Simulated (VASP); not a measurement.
Crystal: TiH.

```xyz
2
Lattice="0.0000 2.0897 2.0897 2.0897 0.0000 2.0897 2.0897 2.0897 0.0000" Properties=species:S:1:pos:R:3 pbc="T T T"
Ti    0.0000    0.0000    0.0000
H     2.0897    2.0897    2.0897
```

The cell comes from a database or a generator and needn't be the stable form of this composition.

| Item | Value |
| --- | --- |
| Program | VASP 6.6.1 |
| Task | relaxation of cell and atoms |
| Functional | PBEsol |
| Potentials or basis | VASP PAW PBE potentials, release 64 (Ti_sv, H) |
| Cutoff | 600 eV |
| k mesh | 18 × 18 × 18 |
| Occupations | gaussian, width 0.1 eV |
| Spin | no spin polarisation |

At the start: pressure -4.7 GPa; volume 9.13 Å³/atom.

Task: Where does the relaxation end?

Result: Over 4 steps the energy falls by 2.8 meV/atom and the volume is 8.89 Å³/atom (-2.6 %); space group Fm-3m (No. 225, to 0.05 Å).

The path:
```csv
step,energy change (eV),largest force (eV/Å),pressure (GPa),volume (Å³)
1,0.0000,0.0000,-4.70,18.25
2,-0.0042,0.0000,1.96,17.55
3,-0.0055,0.0000,-0.32,17.82
4,-0.0056,0.0000,-0.03,17.78
```

Final structure:
```yaml
crystal:
  lattice:
    - [0.00000, 2.07159, 2.07159]
    - [2.07159, 0.00000, 2.07159]
    - [2.07159, 2.07159, 0.00000]
  atoms:
    - { symbol: Ti, position: [0.00000, 0.00000, 0.00000] }
    - { symbol: H, position: [0.50000, 0.50000, 0.50000] }
```

Caveat: the PAW data sets were made with another functional, which shifts forces and pressure a little.
